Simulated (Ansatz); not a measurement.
TaN: phonons with PBE

Crystal: TaN.

```xyz
2
Lattice="0.0000 2.2113 2.2113 2.2113 0.0000 2.2113 2.2113 2.2113 0.0000" Properties=species:S:1:pos:R:3 pbc="T T T"
Ta    2.2113    2.2113    2.2113
N     0.0000    0.0000    0.0000
```

The cell comes from a database or a generator and needn't be the stable form of this composition.

```
Program             : Ansatz 0.2.0
Task                : phonons
Functional          : PBE
Potentials or basis : all-electron LAPW, scalar-relativistic
Cutoff              : 381 eV (chosen from the basis error)
Basis error allowed : 0.001 eV/atom
k mesh              : 7 × 7 × 7
Occupations         : fermi-dirac, width 0.05 eV
Spin                : no spin polarisation
```

| Item | Value |
| --- | --- |
| Band gap on the k mesh | none (metal or under the smearing width) |
| Highest phonon frequency at Γ | 250 cm⁻¹ |

Levels at points of the mesh, in eV from the Fermi level:
| k point | band 23 | band 24 | band 25 | band 26 | band 27 | band 28 |
| --- | --- | --- | --- | --- | --- | --- |
| (0.00, 0.00, 0.00) | -3.73 | -3.73 | -2.06 | -2.06 | -2.06 | 0.06 |

Phonon frequencies in cm⁻¹ (negative: imaginary):
| q point | frequencies |
| --- | --- |
| (0.000, 0.000, 0.000) | 0 0 0 250 250 250 |

Wall time 37 s on 1 thread of AMD EPYC 9R45 96-Core Processor (Zen 5), with other jobs on the host, peak memory 0.38 GiB.

Caveat: the k mesh is thin for a metal, which can move the energy by tens of meV per atom; a metal's response needs a denser mesh. The run has no spin-orbit coupling, so splittings on Ta are missing.
